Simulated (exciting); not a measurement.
The system is LiCl.

```xyz
2
Lattice="0.0000 2.5648 2.5648 2.5648 0.0000 2.5648 2.5648 2.5648 0.0000" Properties=species:S:1:pos:R:3 pbc="T T T"
Cl    2.5648    2.5648    2.5648
Li    0.0000    0.0000    0.0000
```

Base run:

* Program: exciting (release sodium)
* Functional: revPBE
* Potentials or basis: all-electron LAPW+lo, shipped species files, valence relativity zora
* rgkmax: 7
* k mesh: 9 × 9 × 9
* Occupations: fermi-dirac, width 0.05 eV
* Spin: no spin polarisation

Its results: band gap on the k mesh 6.54 eV, direct.

After a change of settings the same cell gave: band gap on the k mesh 6.14 eV, direct. Which change was it?
A. functional from revPBE to PBEsol
B. functional from revPBE to BLYP
C. functional from revPBE to RPBE
D. functional from revPBE to PBE

A.

Not every run made on this cell is shown here.
